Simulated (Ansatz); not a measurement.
Abridged Ansatz (a first-principles code) output:

```
Relaxation: its limit of steps is 60 (relax.max_steps)
Pseudopotential: Ti, paw, valence charge 12
Pseudopotential: Si, paw, valence charge 4
Pseudopotential: C, paw, valence charge 4
Crystal: 12 atoms, lattice volume = 140.898 Å³
Basis set: ecut = 420 eV, 2747 PW (Γ), exchange–correlation on 48×48×240 points (8 copies of the dense FFT grid, shifted against one another)
Bands: 60, of which v1, the nominal top of the filled ones, is band 48 counted from 1 (47 counted from 0)
Symmetry: 24 space group operations
k-points: 48 of 588
Functional: x = pbesol(κ = 0.804, μ = 0.12345679012345678), c = pbesol(β = 0.046)
SCF iter   1: F=—  HF=-17084.251122 eV  |F-HF|=—  |Δ(HF+E_count)|=         —  Δρ=6.80e-3  dr2=1.10e-1  ethr=1.77e-3  ⟨swp⟩=5.5  Hψ=11224  notcnv=0  defer=8
SCF iter   2: F=—  HF=-17084.230818 eV  |F-HF|=—  |Δ(HF+E_count)|=   2.03e-2  Δρ=3.27e-3  dr2=3.63e-2  ethr=1.14e-4  ⟨swp⟩=2.0  Hψ=3705  notcnv=0  defer=72
SCF 1 converged in 8 iterations: F = -17084.222236 eV  dr2 = 7.27e-9
relax step   1: F+E_penalty+E_count = -17084.22223622 eV  Δ(F+E_penalty+E_count) = +0.000e0 eV  max|allowed force component| = 1.787e-4 eV/Å  Δτ_max = 0.0000 Å  P = -0.001 GPa  Ω = 140.898 Å³  (8 SCF iters, dr2 threshold 1.00e-7 eV, accepted)
[... steps on the carried basis left out ...]
relax step   5: F+E_penalty+E_count = -17084.22003137 eV  Δ(F+E_penalty+E_count) = -7.559e-4 eV  max|allowed force component| = 4.433e-4 eV/Å  Δτ_max = 0.0000 Å  P = -0.989 GPa  Ω = 141.616 Å³  stress off target by 1.12e-2 GPa  SCF on the basis re-selected at this cell (its energy is not comparable with the rows above)  (9 SCF iters)
SCF converged after 9 iterations
Free energy (F): -17084.220031 eV
Internal energy: -17084.184876 eV  (E = F + TS)
E sigma→0 (E₀):  -17084.202454 eV
Entropy (-TS):   -0.035155 eV (-2.930 meV/atom)
Fermi energy:    13.834954 eV
--- Forces (eV/Å), atoms counted from 1 ---
  atom   1  Ti    -0.00000000    -0.00000000     0.00000000
[...]
  atom  11  C      0.00000000     0.00000000     0.00044334
  atom  12  C     -0.00000000    -0.00000000     0.00044334
--- Stress (GPa, compression-positive) ---
       -0.988807       0.000000      -0.000000
        0.000000      -0.988807       0.000000
       -0.000000       0.000000      -0.989076
  P = ⅓ Tr σ = -0.9889 GPa (-9.889 kbar)
--- Relaxed structure (4 steps of the walk, 4 accepted, 1 SCFs on fresh bases) ---
  cell:  # Å, volume = 141.6158 Å³
    - [3.047536639080758, 0.0, 7.506914289767501e-35]
    - [-1.523768319540379, 2.639244148407785, 6.810957883444242e-35]
    - [4.337047047968251e-34, 7.047701452948408e-34, 17.60691063737147]
  atoms:
    - { symbol: Ti, position: [4.975837899161812e-36, 3.039337403790784e-35, -6.168273523428056e-21] }
    - { symbol: Ti, position: [-4.6746098347204386e-35, -6.249994452471654e-35, 0.5] }
    - { symbol: Ti, position: [0.33333333333333326, 0.6666666666666665, 0.13481167891618143] }
    - { symbol: Ti, position: [0.6666666666666666, 0.33333333333333326, 0.6348116789161816] }
    - { symbol: Ti, position: [0.6666666666666666, 0.33333333333333326, 0.8651883210838185] }
    - { symbol: Ti, position: [0.33333333333333326, 0.6666666666666665, 0.36518832108381866] }
    - { symbol: Si, position: [-3.261157851274452e-36, 1.14149644873061e-34, 0.25] }
    - { symbol: Si, position: [3.4566461753327428e-34, -3.204311876647903e-35, 0.75] }
    - { symbol: C, position: [0.33333333333333326, 0.6666666666666665, 0.5721469675787794] }
    - { symbol: C, position: [0.6666666666666666, 0.33333333333333326, 0.07214696757877921] }
    - { symbol: C, position: [0.6666666666666666, 0.33333333333333326, 0.42785303242122075] }
    - { symbol: C, position: [0.33333333333333326, 0.6666666666666665, 0.9278530324212207] }
```

**Question.** What was computed, and what are the main results?

**Answer.** Ti3SiC2, 12 atoms in the cell, with Ansatz PBEsol, scalar-relativistic without spin-orbit coupling, from a series relaxed to a target (pressure −1 GPa). The last SCF converged to F = -17084.220031 eV, or -1423.6850 eV per atom, at a pressure of -0.99 GPa. The total energy compares only with runs of the same code, potentials and settings.

Load acts through the strain it causes; cell and atoms are relaxed under it. No phonon test of stability was made. The final runs are not spin-polarised. The cell was made from Ti₃SiC₂ (space group P6_3/mmc, No. 194) by this change: pressure −1 GPa.

Keys are those of Ansatz 0.2.
